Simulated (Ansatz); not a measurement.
## An added C started as a split pair with a Si atom in diamond Si, 129 atoms, charge −2

All numbers come from Ansatz (PAW, plane waves, no spin–orbit coupling) at the single k point (¼, ¼, ¼) without its symmetry partners. The atoms were relaxed with PBEsol in a fixed cell; other functionals are single points on those atoms unless said otherwise. The valence top and gap of the host come from its small cell on a dense mesh, with the band extrema sought between the mesh points, lined up by the mean potential, PBEsol gap 0.46 eV, r²SCAN gap 0.76 eV. The charge correction uses an assumed dielectric constant of 11.7.

Cell: a = 15.366 Å, b = 15.366 Å, c = 15.366 Å, α = 60.00°, β = 60.00°, γ = 60.00°.

Nearest atoms after relaxation, from the placed atom (for vacancies from the middle of the vacant sites): Si at 1.90 Å, Si at 1.91 Å, Si at 1.95 Å, Si at 1.95 Å, Si at 3.33 Å, Si at 3.43 Å, Si at 3.43 Å, Si at 3.48 Å.

Chemical potentials μ are those of reference phases of the elements at zero temperature by the same functional (the usual solids, diamond for C, grey Sn, and the molecules H2, N2, O2, F2, Cl2, Br2 and S8).

| functional | E(defect) − E(host) − Σ nμ + q·E_VBM (eV) | monopole (eV) | alignment (eV) | formation energy at E_F = VBM (eV) | moment (μB) | wall time, shared host |
| --- | --- | --- | --- | --- | --- | --- |
| PBEsol | 3.96 | 0.52 | -0.19 | 4.29 | 0 (no spin) | 33 s on NVIDIA H100 (relaxation) |

Estimate the formation energy and moment that r²SCAN gives on these atoms.

5.39 eV at E_F = VBM (5.05 eV before the monopole term 0.52 eV and the alignment -0.18 eV), moment 0 (no spin).

r²SCAN one-electron levels near the gap (the ten most localised at most), from the host's valence top, not corrected for the charge's images:

```csv
level (eV),spin,filling,atoms sharing it,element of the atom with most weight
-0.23,both,2.00,68.8,spread
-0.18,both,2.00,122.9,spread
-0.02,both,2.00,33.2,Si
0.59,both,2.00,29.6,Si
0.83,both,0.00,117.9,spread
0.93,both,0.00,121.4,spread
1.03,both,0.00,95.4,spread
```

The runs had no spin polarisation though PBEsol leaves holes or close levels at the Fermi level; a state of higher spin may be lower.

One k point and a cell of this size can leave errors of several tenths of an eV in such numbers.
